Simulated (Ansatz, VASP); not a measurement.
# GaP in two plane-wave programs

One calculation is typed for both programs; each brings its own data sets. How far apart do they land? The cell is taken from a series of runs on this material, whose earlier steps may have relaxed, scaled, displaced or heated it; both programs get it as it stands.

Method: plane waves, with VASP 6.6.1 beside it; single point at r2SCAN, spin-orbit coupling, in Ansatz 0.2.0.

### 1. The structure

Symmetry: Imm2, No. 44, orthorhombic system. Conventional cell: a = 3.778 Å, b = 3.856 Å, c = 5.496 Å, α = 90.00°, β = 90.00°, γ = 90.00°. Nearest to Ga lie 4 P at 2.34 to 2.36 Å. Nearest to P lie 4 Ga at 2.34 to 2.36 Å. Farther neighbours are not listed.

### 2. VASP: single point, r2SCAN, spin-orbit coupling, pair 1

A single point gives forces, pressure and levels at one fixed geometry, so differences don't come from the geometry; what else differs is listed under the comparison.

Lines of VASP's logs that name or quote its potential files are left out, and so is its time.

Contents of INCAR:

```
SYSTEM = GaP
PREC = Accurate
ENCUT = 440
EDIFF = 1E-06
NELM = 200
ISMEAR = 0
SIGMA = 0.01
LREAL = .FALSE.
ALGO = Normal
METAGGA = R2SCAN
LASPH = .TRUE.
LNONCOLLINEAR = .TRUE.
MAGMOM = 0 0 0 0 0 0
NBANDS = 30
GGA_COMPAT = .FALSE.
LSORBIT = .TRUE.
LORBIT = 11
LWAVE = .FALSE.
LCHARG = .FALSE.
ISIF = 2
EFERMI = MIDGAP
LMIXTAU = .TRUE.
KPAR = 2
```

Contents of POSCAR:

```
GaP
1.0
   -0.0278453513      2.6990790156      2.7482162496
    2.6990790156     -0.0278453513      2.7482162496
    2.6712336643      2.6712336643      0.0000000000
Ga P
1 1
Direct
    0.0013918593      0.0013918593      0.9986081407
    0.7486081407      0.7486081407      0.7513918593
```

Contents of KPOINTS:

```
Automatic mesh
0
Gamma
8 8 8
0 0 0
```

The projector-augmented-wave data sets are Ga_d and P (PBE family, release 64).

Started as:

```sh
$ mpirun -np 2 vasp_ncl
```

Numbers of over 12 decimals in the logs are rounded to 6 here.

Output:

```text
[banner, memory and clock lines left out]
running    2 mpi-ranks, on    1 nodes
 distrk:  each k-point on    1 cores,    2 groups
 distr:  one band on    1 cores,    1 groups

 POSCAR found type information on POSCAR GaP
 POSCAR found :  2 types and       2 ions
|                                                                             |
|               ----> ADVICE to this user running VASP <----                  |
|                                                                             |
|     You enforced a specific xc type in the INCAR file but a different       |
|     [... a line on the potential file left out ...]
|     I HOPE YOU KNOW WHAT YOU ARE DOING!                                     |
|                                                                             |

 LDA part: xc-table for (None), standard interpolation
 POSCAR, INCAR and KPOINTS ok, starting setup
 FFT: planning ... GRIDC
 FFT: planning ... GRID_SOFT
 FFT: planning ... GRID
 WAVECAR not read
 entering main loop
       N       E                     dE             d eps       ncg     rms          rms(c)
DAV:   1     0.110560823211E+03    0.11056E+03   -0.78483E+03 10982   0.165E+03
DAV:   2    -0.763006316053E+01   -0.11819E+03   -0.11151E+03 10336   0.424E+02
DAV:   3    -0.232114273046E+02   -0.15581E+02   -0.15376E+02 11742   0.112E+02
DAV:   4    -0.237250345601E+02   -0.51361E+00   -0.51264E+00 11930   0.220E+01
DAV:   5    -0.237363111319E+02   -0.11277E-01   -0.11274E-01 11734   0.309E+00    0.493E+00
DAV:   6    -0.214206214704E+02    0.23157E+01   -0.59328E-01 13564   0.165E+01    0.324E+00
DAV:   7    -0.214693251382E+02   -0.48704E-01   -0.36640E-01 12322   0.673E+00    0.136E+00
DAV:   8    -0.214350781812E+02    0.34247E-01   -0.13528E-01 10296   0.464E+00    0.102E+00
DAV:   9    -0.213144947536E+02    0.12058E+00   -0.20191E-01  9984   0.448E+00    0.350E-01
DAV:  10    -0.214417481144E+02   -0.12725E+00   -0.19077E-01  9900   0.428E+00    0.127E-01
DAV:  11    -0.214594581141E+02   -0.17710E-01   -0.15633E-02 11008   0.111E+00    0.781E-02
DAV:  12    -0.214582624954E+02    0.11956E-02   -0.68052E-04 11062   0.263E-01    0.419E-02
DAV:  13    -0.214596049785E+02   -0.13425E-02   -0.62457E-04 10736   0.282E-01    0.246E-02
DAV:  14    -0.214597114671E+02   -0.10649E-03   -0.11793E-04 11928   0.101E-01    0.329E-02
DAV:  15    -0.214597134024E+02   -0.19353E-05   -0.50453E-06 12566   0.228E-02    0.368E-02
DAV:  16    -0.214597146877E+02   -0.12853E-05   -0.53895E-06 11034   0.277E-02    0.269E-03
DAV:  17    -0.214597167705E+02   -0.20828E-05   -0.13526E-06  9236   0.120E-02    0.220E-03
DAV:  18    -0.214597163289E+02    0.44161E-06   -0.32652E-07  6426   0.809E-03
   1 F= -.21459716E+02 E0= -.21459716E+02  d E =0.000000E+00  mag=    -0.0000    -0.0000     0.0000
```

Parts of OUTCAR (step 2):

```text
ion  position               nearest neighbor table
   1  0.001  0.001  0.999-   2 2.34   2 2.34   2 2.36   2 2.36
   2  0.749  0.749  0.751-   1 2.34   1 2.34   1 2.36   1 2.36

  LATTYP: Found a body centered orthorhombic cell.
 ALAT       =     3.7776948763
 B/A-ratio  =     1.0208483082
 C/A-ratio  =     1.4549699431

 Subroutine GETGRP returns: Found  4 space group operations
 (whereof  4 operations were pure point group operations)

The static configuration has the point symmetry C_2v.

 Found    164 irreducible k-points:

   k-points           NKPTS =    164   k-points in BZ     NKDIM =    164   number of bands    NBANDS=     30

   dimension x,y,z NGX =    28 NGY =   28 NGZ =   28
   dimension x,y,z NGXF=    56 NGYF=   56 NGZF=   56

   ENCUT  =  440.0 eV  32.34 Ry    5.69 a.u.   6.59  6.59  6.46*2*pi/ulx,y,z

   NELECT =      18.0000    total number of electrons

 k-points in reciprocal lattice and weights: Automatic mesh
   0.00000000  0.00000000  0.00000000       0.002
   0.12500000  0.00000000  0.00000000       0.004
  -0.12500000 -0.00000000  0.00000000       0.004
   0.25000000  0.00000000  0.00000000       0.004
  -0.25000000 -0.00000000  0.00000000       0.004
   0.37500000  0.00000000  0.00000000       0.004
  -0.37500000 -0.00000000  0.00000000       0.004
   0.50000000  0.00000000  0.00000000       0.004
   0.12500000  0.12500000  0.00000000       0.002
[...]
0.25000000  0.25000000  0.50000000       0.004
  -0.25000000  0.25000000  0.50000000       0.004

 average (electrostatic) potential at core
       1 -70.0822       2 -86.3464

 E-fermi :   5.5574

 k-point     1 :       0.0000    0.0000    0.0000
  band No.  band energies     occupation
    ...
     14       4.4743      1.00000
     15       4.5418      1.00000
     16       4.5418      1.00000
     17       4.7104      1.00000
     18       4.7104      1.00000
     19       6.9907      0.00000
     20       6.9907      0.00000
     21       8.5936      0.00000
     22       8.5936      0.00000
     23       8.8163      0.00000
    ...

 k-point     2 :       0.1250    0.0000    0.0000
  band No.  band energies     occupation
    ...
     14       2.8738      1.00000
     15       4.2621      1.00000
     16       4.2632      1.00000
     17       4.4751      1.00000
     18       4.4775      1.00000
     19       7.5741      0.00000
     20       7.5764      0.00000
     21       9.0882      0.00000
     22       9.1001      0.00000
     23       9.2565      0.00000
    ...

 k-point     3 :      -0.1250   -0.0000    0.0000
  band No.  band energies     occupation
    ...
     14       2.8738      1.00000
     15       4.2621      1.00000
     16       4.2632      1.00000
     17       4.4751      1.00000
     18       4.4775      1.00000
     19       7.5741      0.00000
     20       7.5764      0.00000
     21       9.0882      0.00000
     22       9.1001      0.00000
     23       9.2565      0.00000
    ...

  Total        0.3434986      0.3434986     -0.0518264      0.3890583      0.0000000      0.0000000
  in kB       13.7457902     13.7457902     -2.0739366     15.5689546      0.0000000      0.0000000
  external PRESSURE =       8.4725479 kB  Pullay stress =       0.0000000 kB

  energy-cutoff  :      440.00
  volume of cell :       40.04
      direct lattice vectors                 reciprocal lattice vectors
    -0.027845351  2.699079016  2.748216250    -0.183356754  0.183356754  0.181936192
     2.699079016 -0.027845351  2.748216250     0.183356754 -0.183356754  0.181936192
     2.671233664  2.671233664  0.000000000     0.187179432  0.187179432 -0.181936192

 POSITION                                       TOTAL-FORCE (eV/Angst)
 -----------------------------------------------------------------------------------
      2.67123      2.67123      0.00765        -0.000000     -0.000000     -0.000384
      4.00685      4.00685      4.11467         0.000000      0.000000      0.000384
 -----------------------------------------------------------------------------------
    total drift:                                0.000005      0.000005     -0.000446

  FREE ENERGIE OF THE ION-ELECTRON SYSTEM (eV)
  ---------------------------------------------------
  free  energy   TOTEN  =       -21.4597163289 eV

  energy  without entropy=      -21.4597163289  energy(sigma->0) =      -21.45971633

 Spin-Orbit-Coupling matrix elements
 Ion:    1  E_soc:     -0.0112994
 Ion:    2  E_soc:     -0.0008324

 total charge
# of ion       s       p       d       tot
------------------------------------------
    1        0.832   0.859  10.020  11.711
    2        1.009   1.548   0.000   2.557
--------------------------------------------------
tot          1.841   2.407  10.020  14.268

 magnetization (x)
# of ion       s       p       d       tot
------------------------------------------
    1        0.000   0.000   0.000   0.000
    2        0.000   0.000   0.000   0.000
--------------------------------------------------
tot          0.000   0.000   0.000   0.000

 magnetization (y)
# of ion       s       p       d       tot
------------------------------------------
    1       -0.000  -0.000  -0.000  -0.000
    2        0.000   0.000   0.000   0.000
--------------------------------------------------
tot         -0.000   0.000  -0.000  -0.000

 magnetization (z)
# of ion       s       p       d       tot
------------------------------------------
    1        0.000   0.000   0.000   0.000
    2        0.000   0.000   0.000   0.000
--------------------------------------------------
tot          0.000   0.000   0.000   0.000

[... 3 further parts left out ...]
```

The run ends at a pressure of 0.85 GPa, with forces up to 3.8e-4 eV/Å.

[end of part 1 of 4]

[Lines on the potential files, build, host, timing and source positions are cut from VASP's logs without a mark.]

[Logs are printed without paths, hosts, clocks, repeated set-up lines and the standing remarks that a program may print on its own settings, such as how far it seeks lower states.]

[Hosts, paths, dates, database ids (printed as entryN), source tags and the programs' standing remarks are cut or masked in the printed files.]
